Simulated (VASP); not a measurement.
# CdTe (F-43m) in VASP: further runs

CdTe is run at these levels: PBE; tasks: single point.

Program: VASP 6.6.1. These are calculated values, not measurements. Logs are shortened: lines on timing, memory, paths and dates and some standing lists are left out, and cuts for length are marked.

**Measured values to compare with.**

From a printed reference work, data compilation, for a bulk crystal of CdTe at 0 K: band gap 1.607 eV.

How close the calculation comes is told below.

## (1) The cell of the first run

It takes space group F-43m (No. 216, cubic). The conventional cell has a = 5.756 Å, b = 5.756 Å, c = 5.756 Å, α = 90.00°, β = 90.00°, γ = 90.00°. Cd (site symmetry -43m) has 4 Te at 2.49 Å within 3.3 Å. Te (site symmetry -43m) has 4 Cd at 2.49 Å within 3.3 Å.

## (2) Single point, PBE

File INCAR:

```
  ALGO = Normal
  EDIFF = 1E-6
  ENCUT = 500
  GGA = PE
  GGA_COMPAT = False
  ISIF = 2
  ISMEAR = 0
  LASPH = True
  LCHARG = True
  LELF = True
  LREAL = False
  LVHAR = True
  LWAVE = False
  NBANDS = 16
  NELM = 120
  PREC = Accurate
  SIGMA = 0.01
```

File KPOINTS:

```
k-points
0
Gamma
  6 6 6
```

File POSCAR:

```
CdTe
1.0
    0.0000000000      2.8780821493      2.8780821493
    2.8780821493      0.0000000000      2.8780821493
    2.8780821493      2.8780821493      0.0000000000
Cd Te
1 1
Direct
    0.0000000000      0.0000000000      0.0000000000
    0.7500000000      0.7500000000      0.7500000000
```

Potentials or basis: VASP PAW PBE potentials, release 64 (Cd, Te).

On the command line:

```bash
$ cat potpaw_PBE.64/Cd/POTCAR potpaw_PBE.64/Te/POTCAR > POTCAR
$ mpirun -np 1 vasp_std > vasp.out
```

OUTCAR:

```text
EDIFF = 1E-6
   ENCUT = 500
   GGA = PE
   ISIF = 2
   ISMEAR = 0
   LASPH = True
   LREAL = False
   NELM = 120
   PREC = Accurate

 ion  position               nearest neighbor table
   1  0.000  0.000  0.000-   2 2.49   2 2.49   2 2.49   2 2.49
   2  0.750  0.750  0.750-   1 2.49   1 2.49   1 2.49   1 2.49

  LATTYP: Found a face centered cubic cell.
 ALAT       =     5.7561642986

  Lattice vectors:

 A1 = (   0.0000000000,   2.8780821493,   2.8780821493)
 A2 = (   2.8780821493,   0.0000000000,   2.8780821493)
 A3 = (   2.8780821493,   2.8780821493,   0.0000000000)

Analysis of symmetry for initial positions (statically):
=====================================================================
 Subroutine PRICEL returns:
 Original cell was already a primitive cell.

 Routine SETGRP: Setting up the symmetry group for a
 face centered cubic supercell.

 Subroutine GETGRP returns: Found 24 space group operations
 (whereof 24 operations were pure point group operations)
 out of a pool of 48 trial point group operations.

The static configuration has the point symmetry T_d .

Analysis of symmetry for dynamics (positions and initial velocities):
=====================================================================
 Subroutine PRICEL returns:
 Original cell was already a primitive cell.

 Routine SETGRP: Setting up the symmetry group for a
 face centered cubic supercell.

 Subroutine GETGRP returns: Found 24 space group operations
 (whereof 24 operations were pure point group operations)
 out of a pool of 48 trial point group operations.

The dynamic configuration has the point symmetry T_d .

 Subroutine INISYM returns: Found 24 space group operations
 (whereof 24 operations are pure point group operations),
 and found     1 'primitive' translations

----------------------------------------------------------------------------------------

                                     Primitive cell

  volume of cell :      47.6804

  direct lattice vectors                    reciprocal lattice vectors
     0.000000000  2.878082149  2.878082149    -0.173726799  0.173726799  0.173726799
     2.878082149  0.000000000  2.878082149     0.173726799 -0.173726799  0.173726799
     2.878082149  2.878082149  0.000000000     0.173726799  0.173726799 -0.173726799

  length of vectors
     4.070222809  4.070222809  4.070222809     0.300903643  0.300903643  0.300903643

  position of ions in fractional coordinates (direct lattice)
     0.000000000  0.000000000  0.000000000
     0.750000000  0.750000000  0.750000000

  ion indices of the primitive-cell ions
   primitive index   ion index
                 1           1
                 2           2

----------------------------------------------------------------------------------------

 KPOINTS: k-points

Automatic generation of k-mesh.
 Grid dimensions read from file:
 generate k-points for:    6    6    6

 Generating k-lattice:

  Cartesian coordinates                     Fractional coordinates (reciprocal lattice)
    -0.028954467  0.028954467  0.028954467     0.166666667  0.000000000  0.000000000
     0.028954467 -0.028954467  0.028954467     0.000000000  0.166666667  0.000000000
     0.028954467  0.028954467 -0.028954467     0.000000000  0.000000000  0.166666667

  Length of vectors
     0.050150607  0.050150607  0.050150607

  Shift w.r.t. Gamma in fractional coordinates (k-lattice)
     0.000000000  0.000000000  0.000000000

 Subroutine IBZKPT returns following result:
 ===========================================

 Found     16 irreducible k-points:

 Following reciprocal coordinates:
            Coordinates               Weight
  0.000000  0.000000  0.000000      1.000000
  0.166667  0.000000  0.000000      8.000000
  0.333333  0.000000  0.000000      8.000000
  0.500000  0.000000  0.000000      4.000000
  0.166667  0.166667  0.000000      6.000000
  0.333333  0.166667  0.000000     24.000000
[... 8 lines left out ...]
 -0.333333  0.333333  0.166667     24.000000
 -0.333333  0.500000  0.166667     12.000000
   k-points           NKPTS =     16   k-points in BZ     NKDIM =     16   number of bands    NBANDS=     16
   number of dos      NEDOS =    301   number of ions     NIONS =      2
   total plane-waves  NPLWV =  27000
   dimension x,y,z NGX =    30 NGY =   30 NGZ =   30
   dimension x,y,z NGXF=    60 NGYF=   60 NGZF=   60
   ions per type =               1   1
   NGX,Y,Z   is equivalent  to a cutoff of  12.25, 12.25, 12.25 a.u.
   NGXF,Y,Z  is equivalent  to a cutoff of  24.51, 24.51, 24.51 a.u.
 SYSTEM =  unknown system
   PREC   = accura    normal or accurate (medium, high low for compatibility)
   ISTART =      0    job   : 0-new  1-cont  2-samecut
   ICHARG =      2    charge: 1-file 2-atom 10-const
   ISPIN  =      1    spin polarized calculation?
   LNONCOLLINEAR =      F non collinear calculations
   LSORBIT =      F    spin-orbit coupling
   LASPH  =      T    aspherical Exc in radial PAW
   ENCUT  =  500.0 eV  36.75 Ry    6.06 a.u.   7.42  7.42  7.42*2*pi/ulx,y,z
   NELM   =    120;   NELMIN=  2; NELMDL= -5     # of ELM steps
   EDIFF  = 0.1E-05   stopping-criterion for ELM
   LREAL  =      F    real-space projection
   EDIFFG = 0.1E-04   stopping-criterion for IOM
   NSW    =      0    number of steps for IOM
   IBRION =     -1    ionic relax: 0-MD 1-quasi-New 2-CG
   NFREE  =      0    steps in history (QN), initial steepest desc. (CG)
   ISIF   =      2    stress and relaxation
   ISYM   =      2    0-nonsym 1-usesym 2-fastsym
   POTIM  = 0.5000    time-step for ionic-motion
   TEBEG  =    0.0;   TEEND  =   0.0 temperature during run
   PSTRESS=    0.0 pullay stress
   NELECT =      18.0000    total number of electrons
   NUPDOWN=      -1.0000    fix difference up-down
   EMIN   =  10.00;   EMAX   =-10.00  energy-range for DOS
   EFERMI =   0.00;   METHOD = LEGACY
   ISMEAR =     0;   SIGMA  =   0.01  broadening in eV -4-tet -1-fermi 0-gaus
   EFERMI_NEDOS =   21; number of points for ismear=-14 and -15
   IALGO  =     38    algorithm
   IMIX   =      4    mixing-type and parameters
     AMIX     =   0.40;   BMIX     =  1.00
     AMIX_MAG =   1.60;   BMIX_MAG =  1.00
  volume/ion in A,a.u.               =      23.84       160.88
  Fermi-wavevector in a.u.,A,eV,Ry     =   1.183185  2.235895 19.047144  1.399926
  Thomas-Fermi vector in A             =   2.319424
   LORBIT       =      0    0 simple, 1 ext, 2 COOP (PROOUT), +10 PAW based schemes
   GGA     = PE    functional components
   LHFCALC =     F    Hartree Fock is set to
   AEXX    =    0.0000 exact exchange contribution
   IVDW    =     0    specifies the selected vdW correction
   LEPSILON=     F    determine dielectric tensor
   LRPA    =     F    only Hartree local field effects (RPA)
 non-spin polarized calculation
 Gauss-broadening in eV      SIGMA  =   0.01
  energy-cutoff  :      500.00
  volume of cell :       47.68
 maximum number of plane-waves:      1243
 NGX is ok and might be reduce to    30
   NGX = 15   NGY = 15   NGZ = 15

 number of electron      18.0000008 magnetization

 Free energy of the ion-electron system (eV)
  ---------------------------------------------------
  ext. energy  EPLUGINS =         0.00000000
  ---------------------------------------------------
  free energy    TOTEN  =        -2.69331413 eV

  energy without entropy =       -2.69331413  energy(sigma->0) =       -2.69331413

 E-fermi :   6.5768     XC(G=0): -10.2649

 val. band max:        6.4677795670   @ k =   0.0000   0.0000   0.0000
 cond. band min:       8.0244163526   @ k =   0.5000   0.5000   0.0000
 fundamental gap:      1.5566367856
 Fermi energy:         6.5767550523

 k-point     1 :       0.0000    0.0000    0.0000
  band No.  band energies     occupation
      1      -7.5130      2.00000
      2      -3.8616      2.00000
      3      -3.8616      2.00000
      4      -3.8616      2.00000
      5      -3.2422      2.00000
      6      -3.2422      2.00000
[... 8 lines left out ...]
     15      16.2977      0.00000
     16      16.2978      0.00000

 k-point     2 :       0.1667    0.0000    0.0000
  band No.  band energies     occupation
      1      -7.3114      2.00000
      2      -3.8164      2.00000
      3      -3.8164      2.00000
      4      -3.7628      2.00000
      5      -3.2485      2.00000
      6      -3.2485      2.00000
[... 8 lines left out ...]
     15      14.8590      0.00000
     16      14.8590      0.00000

 k-point     3 :       0.3333    0.0000    0.0000
  band No.  band energies     occupation
      1      -6.9015      2.00000
      2      -3.7408      2.00000
      3      -3.7408      2.00000
      4      -3.2681      2.00000
      5      -3.2401      2.00000
      6      -3.2401      2.00000
[... 8 lines left out ...]
     15      15.5776      0.00000
     16      15.5776      0.00000

 k-point     4 :       0.5000    0.0000    0.0000
  band No.  band energies     occupation
      1      -6.7040      2.00000
      2      -3.7139      2.00000
      3      -3.7139      2.00000
      4      -3.2217      2.00000
      5      -3.2217      2.00000
      6      -2.5036      2.00000
[... 8 lines left out ...]
     15      17.4191      0.00000
     16      17.4191      0.00000
[... 172 lines left out ...]
 k-point    14 :       0.5000    0.3333    0.1667
  band No.  band energies     occupation
      1      -6.6455      2.00000
      2      -3.6455      2.00000
      3      -3.6292      2.00000
      4      -3.3978      2.00000
      5      -3.2221      2.00000
      6      -2.7414      2.00000
[... 8 lines left out ...]
     15      17.7263      0.00000
     16      18.7121      0.00000

 k-point    15 :      -0.3333    0.3333    0.1667
  band No.  band energies     occupation
      1      -6.5257      2.00000
      2      -3.6430      2.00000
      3      -3.5814      2.00000
      4      -3.3173      2.00000
      5      -3.2558      2.00000
      6      -2.1409      2.00000
[... 8 lines left out ...]
     15      17.8107      0.00000
     16      18.7876      0.00000

 k-point    16 :      -0.3333    0.5000    0.1667
  band No.  band energies     occupation
      1      -6.4671      2.00000
      2      -3.6229      2.00000
      3      -3.5212      2.00000
      4      -3.3698      2.00000
      5      -3.2287      2.00000
      6      -1.9911      2.00000
[... 8 lines left out ...]
     15      18.9294      0.00000
     16      19.1915      0.00000

------------------------ aborting loop because EDIFF is reached ----------------------------------------

  FORCE on cell =-STRESS in cart. coord.  units (eV):
  Direction    XX          YY          ZZ          XY          YZ          ZX
  --------------------------------------------------------------------------------------
  -------------------------------------------------------------------------------------
  Total       12.0568963     12.0568963     12.0568963      0.0000000      0.0000000     -0.0000000
  in kB      405.1413355    405.1413355    405.1413355      0.0000000      0.0000000     -0.0000000
  external PRESSURE =     405.1413355 kB  Pullay stress =       0.0000000 kB

 VOLUME and BASIS-vectors are now :
 -----------------------------------------------------------------------------
  energy-cutoff  :      500.00
  volume of cell :       47.68
      direct lattice vectors                 reciprocal lattice vectors
     0.000000000  2.878082149  2.878082149    -0.173726799  0.173726799  0.173726799
     2.878082149  0.000000000  2.878082149     0.173726799 -0.173726799  0.173726799
     2.878082149  2.878082149  0.000000000     0.173726799  0.173726799 -0.173726799

 POSITION                                       TOTAL-FORCE (eV/Angst)
 -----------------------------------------------------------------------------------
      0.00000      0.00000      0.00000        -0.000000     -0.000000     -0.000000
      4.31712      4.31712      4.31712         0.000000      0.000000      0.000000
 -----------------------------------------------------------------------------------
    total drift:                               -0.000000     -0.000000     -0.000000

  FREE ENERGIE OF THE ION-ELECTRON SYSTEM (eV)
  ---------------------------------------------------
  free  energy   TOTEN  =        -2.6933141254 eV

  energy  without entropy=       -2.6933141254  energy(sigma->0) =       -2.69331413
```

It took 12 s on 1 thread of Intel Xeon Platinum 8375C at 2.90GHz (Ice Lake), shared host; peak memory 0.17 GiB.

Results:

```
Free energy            : -2.6933 eV
Pressure               : 40.5 GPa
Band gap on the k mesh : 1.56 eV (least direct gap 1.87 eV)
```

Caveat: the cell stands under pressure; spin-orbit coupling is left out, which moves the levels of the heavy elements. Expect the measured gap to be larger: semilocal functionals such as PBE lack the derivative discontinuity.

## (3) Single point, PBE

This run uses another cell than the first one, of 25.27 Å³/atom.

Edit INCAR of step 2 so:

```diff
@@ -8,6 +8,4 @@
   LASPH = True
-  LCHARG = True
-  LELF = True
+  LCHARG = False
   LREAL = False
-  LVHAR = True
   LWAVE = False
```

KPOINTS is that of step 2.

File POSCAR:

```
CdTe
1.0
    0.0000000000      2.9346167032      2.9346167032
    2.9346167032      0.0000000000      2.9346167032
    2.9346167032      2.9346167032      0.0000000000
Cd Te
1 1
Direct
    0.0000000000      0.0000000000      0.0000000000
    0.7500000000      0.7500000000      0.7500000000
```

Potentials or basis: VASP PAW PBE potentials, release 64 (Cd, Te).

On the command line:

```bash
$ cat potpaw_PBE.64/Cd/POTCAR potpaw_PBE.64/Te/POTCAR > POTCAR
$ mpirun -np 1 vasp_std > vasp.out
```

It took 11 s on 1 thread of Intel Xeon Platinum 8375C at 2.90GHz (Ice Lake), shared host; peak memory 0.17 GiB.

The run converged. Its results:

* Free energy: -3.3232 eV
* Pressure: 30.4 GPa
* Band gap on the k mesh: 1.70 eV

Levels at points of the mesh, in eV from the valence-band top:
```csv
k point,band 7,band 8,band 9,band 10,band 11,band 12
"(0.00, 0.00, 0.00)",0.00,0.00,0.00,1.70,4.20,4.20
"(0.50, 0.00, 0.00)",-6.54,-1.35,-1.35,2.04,4.88,4.88
"(0.50, 0.50, 0.00)",-6.02,-3.16,-3.16,1.76,2.28,10.62
```

Caveat: the cell stands under pressure; spin-orbit coupling is left out, which moves the levels of the heavy elements. A k mesh can miss the band edges.

## (4) Single point, PBE

This run uses another cell than the first one, of 27.21 Å³/atom.

File INCAR:

```
PREC     = Accurate       # precision mode
ENCUT    = 500            # plane-wave cutoff, eV
EDIFF    = 1E-6           # SCF threshold, eV
ISMEAR   = 0              # smearing method
SIGMA    = 0.01           # smearing width, eV
LREAL    = F              # projectors in reciprocal space
LASPH    = T              # aspherical terms in the spheres
NELM     = 120            # most SCF steps
ALGO     = Normal         # electronic algorithm
ISIF     = 2              # what is computed and relaxed
LWAVE    = F              # write WAVECAR
LCHARG   = T              # write CHGCAR
GGA      = PE             # functional
LELF     = T              # ELF
LVHAR    = T            
NBANDS   = 16             # bands
GGA_COMPAT= F
```

File KPOINTS:

```
Automatic mesh
0
Gamma
  6 6 6
```

File POSCAR:

```
CdTe
1.0
    0.0000000000      3.0078509128      3.0078509128
    3.0078509128      0.0000000000      3.0078509128
    3.0078509128      3.0078509128      0.0000000000
Cd Te
1 1
Direct
    0.0000000000      0.0000000000      0.0000000000
    0.7500000000      0.7500000000      0.7500000000
```

On the command line:

```bash
$ cat potpaw_PBE.64/Cd/POTCAR potpaw_PBE.64/Te/POTCAR > POTCAR
$ mpirun -np 1 vasp_std > vasp.out
```

It took 10 s on 1 thread of Intel Xeon Platinum 8375C at 2.90GHz (Ice Lake), shared host; peak memory 0.18 GiB.

Results (log left out):

- Free energy: -3.9296 eV
- Pressure: 20.3 GPa
- Band gap on the k mesh: 1.47 eV

Levels at points of the mesh, in eV from the valence-band top:
| k point | band 5 | band 6 | band 7 | band 8 | band 9 | band 10 | band 11 | band 12 | band 13 | band 14 |
| --- | --- | --- | --- | --- | --- | --- | --- | --- | --- | --- |
| (0.00, 0.00, 0.00) | -8.90 | -8.90 | 0.00 | 0.00 | 0.00 | 1.47 | 4.34 | 4.34 | 4.34 | 7.67 |
| (0.50, 0.00, 0.00) | -8.89 | -8.33 | -5.94 | -1.18 | -1.18 | 2.00 | 4.99 | 4.99 | 6.94 | 9.65 |
| (0.50, 0.50, 0.00) | -8.85 | -8.10 | -5.55 | -2.78 | -2.78 | 2.00 | 2.44 | 10.22 | 10.26 | 10.26 |

Caveat: the cell stands under pressure; spin-orbit coupling is left out, which moves the levels of the heavy elements.

## (5) Single point, PBE

This run uses another cell than the first one, of 30.17 Å³/atom.

File INCAR:

```
SYSTEM = CdTe
PREC = Accurate
ENCUT = 500
EDIFF = 1E-6
ISMEAR = 0
SIGMA = 0.01
LREAL = .FALSE.
LASPH = .TRUE.
NELM = 120
ALGO = Normal
ISIF = 2
LWAVE = .FALSE.
LCHARG = .TRUE.
GGA = PE
LELF = .TRUE.
LVHAR = .TRUE.
NBANDS = 16
GGA_COMPAT = .FALSE.
```

File KPOINTS:

```
Automatic mesh
0
G
  6 6 6
  0 0 0
```

File POSCAR:

```
CdTe
1.0
    0.0000000000      3.1132562924      3.1132562924
    3.1132562924      0.0000000000      3.1132562924
    3.1132562924      3.1132562924      0.0000000000
Cd Te
1 1
Direct
    0.0000000000      0.0000000000      0.0000000000
    0.7500000000      0.7500000000      0.7500000000
```

On the command line:

```bash
$ cat potpaw_PBE.64/Cd/POTCAR potpaw_PBE.64/Te/POTCAR > POTCAR
$ mpirun -np 1 vasp_std > vasp.out
```

Wall time 9.6 s (1 thread of Intel Xeon Platinum 8375C at 2.90GHz (Ice Lake), shared host); peak memory 0.18 GiB.

Results (log left out):

| Item | Value |
| --- | --- |
| Free energy | -4.4778 eV |
| Pressure | 10.2 GPa |
| Band gap on the k mesh | 1.15 eV |

Levels at points of the mesh, in eV from the valence-band top:
| k point | band 5 | band 6 | band 7 | band 8 | band 9 | band 10 | band 11 | band 12 | band 13 | band 14 |
| --- | --- | --- | --- | --- | --- | --- | --- | --- | --- | --- |
| (0.00, 0.00, 0.00) | -8.43 | -8.43 | 0.00 | 0.00 | 0.00 | 1.15 | 4.49 | 4.49 | 4.49 | 7.60 |
| (0.50, 0.00, 0.00) | -8.42 | -7.97 | -5.18 | -0.97 | -0.97 | 1.93 | 5.11 | 5.11 | 7.08 | 9.16 |
| (0.50, 0.50, 0.00) | -8.39 | -7.78 | -4.94 | -2.32 | -2.32 | 2.31 | 2.59 | 9.54 | 9.74 | 9.74 |

Caveat: the cell stands under pressure; spin-orbit coupling is left out, which moves the levels of the heavy elements.

[end of part 1 of 2]
